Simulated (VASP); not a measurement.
A run of VASP 6.6.1 is set up as follows.

File INCAR:

```
SYSTEM = Ba
ALGO = Fast
EDIFF = 1E-7
EDIFFG = -0.005
ENCUT = 600
GGA = PE
IBRION = 2
ISIF = 3
ISMEAR = -1
LASPH = .True.
LCHARG = .False.
LREAL = .False.
LWAVE = .False.
NELM = 100
NSW = 60
PREC = Accurate
SIGMA = 0.08
```

The input KPOINTS:

```
k-points
0
Gamma
  8 8 2
  0 0 0
```

POSCAR

```
Ba
1.0
    4.4840896630      0.0000000000      0.0000000000
   -2.2420448315      3.8833355610      0.0000000000
    0.0000000000      0.0000000000     14.5732914049
Ba
4
Direct
    0.0000000000      0.0000000000      0.0000000000
    0.0000000000      0.0000000000      0.5000000000
    0.3333333333      0.6666666667      0.2500000000
    0.6666666667      0.3333333333      0.7500000000
```

Potentials or basis: VASP PAW PBE potentials, release 64 (Ba_sv).

Launch:

```console
$ cat potpaw_PBE.64/Ba_sv/POTCAR > POTCAR
$ mpirun -np 1 vasp_std > vasp.out
```

Q: What does it give for the relaxed cell?

A: a = 4.500 Å, b = 4.500 Å, c = 14.683 Å, α = 90.00°, β = 90.00°, γ = 120.00°.

Q: Estimate the relaxed volume.

A: 64.38 Å³/atom.

Q: Estimate the space group after relaxing (to 0.05 Å).

A: P6_3/mmc (No. 194).

Q: Predict the band gap on the k mesh.

A: None (metal or under the smearing width).

Final structure:
```yaml
crystal:
  lattice:
    - [4.50034, 0.00000, 0.00000]
    - [-2.25017, 3.89741, 0.00000]
    - [0.00000, 0.00000, 14.68308]
  atoms:
    - { symbol: Ba, position: [0.00000, 0.00000, 0.00000] }
    - { symbol: Ba, position: [0.00000, 0.00000, 0.50000] }
    - { symbol: Ba, position: [0.33333, 0.66667, 0.25000] }
    - { symbol: Ba, position: [0.66667, 0.33333, 0.75000] }
```

The run has no spin-orbit coupling, so splittings on Ba are missing.
